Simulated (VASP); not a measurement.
Here is a VASP 6.6.1 calculation.

File INCAR:

```
SYSTEM = BaTiO3
PREC = Accurate
ENCUT = 600
EDIFF = 1E-6
ISMEAR = 0
SIGMA = 0.02
LREAL = .FALSE.
LASPH = .TRUE.
NELM = 120
ALGO = Fast
ISIF = 3
LWAVE = .FALSE.
LCHARG = .FALSE.
GGA = PS
IBRION = 2
NSW = 40
EDIFFG = -0.005
KPAR = 2
```

The input KPOINTS:

```
Automatic mesh
0
G
  8 8 8
  0 0 0
```

POSCAR

```
BaTiO3
1.0
    3.9900000000      0.0000000000      0.0000000000
    0.0000000000      3.9900000000      0.0000000000
    0.0000000000      0.0000000000      3.9900000000
Ba Ti O
1 1 3
Direct
    0.0000000000      0.0000000000      0.0000000000
    0.5000000000      0.5000000000      0.5000000000
    0.5000000000      0.5000000000      0.0000000000
    0.0000000000      0.5000000000      0.5000000000
    0.5000000000      0.0000000000      0.5000000000
```

Potentials or basis: VASP PAW PBE potentials, release 64 (Ba_sv, Ti_sv, O).

Launch:

```bash
$ cat potpaw_PBE.64/Ba_sv/POTCAR potpaw_PBE.64/Ti_sv/POTCAR potpaw_PBE.64/O/POTCAR > POTCAR
$ mpirun -np 2 vasp_std > vasp.out
```

Question: Predict the relaxed cell.

Answer: a = 3.983 Å, b = 3.983 Å, c = 3.983 Å, α = 90.00°, β = 90.00°, γ = 90.00°.

Question: What does it give for the space group after relaxing (to 0.05 Å)?

Answer: Pm-3m (No. 221).

Question: What does it give for the band gap on the k mesh?

Answer: 1.73 eV, indirect (least direct gap 1.86 eV).

Final structure:
```
Ba Ti O
1.0
     3.98333    0.00000    0.00000
     0.00000    3.98333    0.00000
     0.00000    0.00000    3.98333
Ba Ti O
1 1 3
Direct
  0.00000 0.00000 0.00000
  0.50000 0.50000 0.50000
  0.50000 0.50000 0.00000
  0.00000 0.50000 0.50000
  0.50000 0.00000 0.50000
```

Caveat: spin-orbit coupling is left out, which moves the levels of the heavy elements. A k mesh can miss the band edges.
